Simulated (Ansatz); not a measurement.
MnO in Ansatz: the effect of strain

Crystal: MnO.

```
Mn O
1.0
     0.00000    2.43651    2.33905
     2.43651    0.00000    2.33905
     2.43651    2.43651    0.00000
Mn O
1 1
Direct
  0.00000 0.00000 0.00000
  0.25000 0.25000 0.25000
```

Measurements of this composition are mostly on another form, of space group No. 225.

Alike in all runs:

* Program: Ansatz 0.2.0
* Task: single point
* Functional: PBE
* Potentials or basis: Ansatz PAW
* Cutoff: 420 eV (not typed: the program's choice for these potentials)
* k mesh: 8 × 8 × 8
* Occupations: fermi-dirac, width 0.05 eV
* Spin: collinear spin, ferromagnetic start
* Starting moments: [4.0, 0.0] μB
* Kind of strain: uniaxial

```tsv
strain	pressure (GPa)
-0.04	-0.6
-0.02	-2.8
-0.01	-3.8
0	-4.7
0.01	?
0.02	-6.6
0.04	-8.2
```

**Question.** What does the run with strain 0.01 give?

**Answer.** Pressure -5.7 GPa.

Worked out: A parabola through the other rows of the pressure, of slope -90.6 GPa per unit of strain there, gives -5.7 GPa, against the run's -5.7.

Caveats: a cell with one magnetic atom can't hold antiferromagnetic order, which such compounds often take.
